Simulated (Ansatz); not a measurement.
This run works on a generated trial structure, not on a known crystal.

Input and command of a plane-wave DFT calculation in Ansatz:

```yaml
crystal:
  lattice:
    - [-1.2305698942, 1.2305698942, 3.2176560328]
    - [1.2305698942, -1.2305698942, 3.2176560328]
    - [1.2305698942, 1.2305698942, -3.2176560328]
  atoms:
    - { symbol: C, position: [0.3876994353, 0.3876994353, 0.0] }
    - { symbol: C, position: [0.75, 0.25, 0.5] }
    - { symbol: C, position: [0.6123005647, 0.6123005647, 0.0] }
basis:
  ecutwfc: 420
kpoints:
  mp_grid: { grid: [26, 26, 26] }
hamiltonian:
  xc: pbe
scf:
  occupations: { method: gaussian, width: 0.1 }
output:
  forces: true
  stress: true
  eigenvalues: true
relax:
  adjacent_minimum: "off"
  f_tol: 0.01
  max_steps: 80
  cell: { stress_tol: 0.05 }
```

```bash
ansatz run input.yaml --threads 1 --pin off --max-ram 2560MiB --backend cpu --events-out ev --progress --plain --runs-dir out
```

Processor: Arm Neoverse V1, 1 thread, on a host shared with other jobs.

Task: How long does it run, and how much memory does it take?

Result: About 2.3 min, peak memory 0.67 GiB. It solves 10 bands at 1330 k points (after reduction by symmetry) with about 387 plane waves (on the last cell), in 25 SCF iterations over 4 ionic steps.
